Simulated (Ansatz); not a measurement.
The system is RbBr.

```
Rb Br
1.0
     4.12608    0.00000    0.00000
     0.00000    4.12608    0.00000
     0.00000    0.00000    4.12608
Rb Br
1 1
Direct
  0.00000 0.00000 0.00000
  0.50000 0.50000 0.50000
```

The cell comes from a database or a generator and needn't be the stable form of this composition.

Base run:

```yaml
Program: Ansatz 0.2.0
Functional: HSE06 form with a typed share of exact exchange
Potentials_or_basis: Ansatz PAW
Cutoff: "420 eV (not typed: the program's choice for these potentials)"
k_mesh: 4 × 4 × 4
Occupations: fermi-dirac, width 0.05 eV
Spin: no spin polarisation
```

Its results: band gap on the k mesh 6.54 eV, indirect (least direct gap 6.71 eV); pressure 0.1 GPa.

Problem. The run is repeated on the same cell with these changes: share of exact exchange from 0.5 to 0.4. What comes out?

Solution. Band gap on the k mesh 6.03 eV, indirect (least direct gap 6.20 eV); pressure 0.2 GPa.

Caveats: the PAW data sets come from PBE, with cores solved anew for the run's functional, which leaves a small shift of forces and pressure; the thresholds are loose for stress.

A k mesh can miss the band edges.
